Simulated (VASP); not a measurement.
Ag, 2 atoms in the cell. The structure is hexagonal, space group P6_3/mmc (No. 194). The conventional cell has a = 2.922 Å, b = 2.922 Å, c = 4.702 Å, α = 90.00°, β = 90.00°, γ = 120.00°. Ag (site symmetry -6m2) is surrounded by 12 Ag at 2.89 to 2.92 Å. This isn't the form of Ag at room conditions, which is fcc.

```yaml
Program: VASP 6.6.1
Task: single point
Functional: PBE
Potentials_or_basis: VASP PAW PBE potentials, release 64 (Ag)
Cutoff: 520 eV
k_mesh: 6 × 6 × 4
Occupations: gaussian, width 0.1 eV
Spin: no spin polarisation
Dipole_correction: no
Further_INCAR_settings: ALGO = Normal; EDIFF = 1e-07; NBANDS = 18
```

Potentials or basis: VASP PAW PBE potentials, release 64 (Ag).

Launch:

```console
$ cat potpaw_PBE.64/Ag/POTCAR > POTCAR
$ mpirun -np 1 vasp_std > vasp.out
```

Hardware: 1 thread of Intel(R) Xeon(R) Platinum 8488C (Sapphire Rapids), on a shared host.

**Question.** Estimate the wall time of this run.

**Answer.** Run time: 9.7 s on 1 thread of Intel(R) Xeon(R) Platinum 8488C (Sapphire Rapids), on a shared host, peak memory 0.15 GiB. Counts: scf iterations 13, k points 21.
